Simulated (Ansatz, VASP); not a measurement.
**C in VASP and in Ansatz**

```
C
1.0
     2.11730   -1.22243   -0.01160
     2.11730    1.22243   -0.01160
    -1.39167    0.00000    3.33730
C
2
Direct
  0.83338 0.83338 0.00015
  0.16662 0.16662 0.99985
```

Alike in both runs: functional LDA; k mesh 14 × 14 × 8; occupations gaussian, width 0.02 eV; no spin polarisation.

Ansatz relaxed the structure, and its values are those at the end. VASP's run is a single point on that final structure, the one shown.

```csv
,VASP,Ansatz
version,VASP 6.6.1,Ansatz 0.2.0
potentials or method,"VASP PAW LDA potentials, release 64 (C)","scalar-relativistic, plane waves, PAW"
plane-wave cutoff (eV),520,420
valence electrons in the cell,8,8
```

Ansatz gave:

| Item | Value |
| --- | --- |
| gap on the k mesh at the Fermi level (eV) | 0.65 |
| least direct gap on the mesh (eV) | 0.65 |
| pressure (GPa) | 0.0 |

Problem. What did VASP give for the same quantities?

Solution. gap on the k mesh at the Fermi level (eV): 0.65; least direct gap on the mesh (eV): 0.65; pressure (GPa): 0.8.
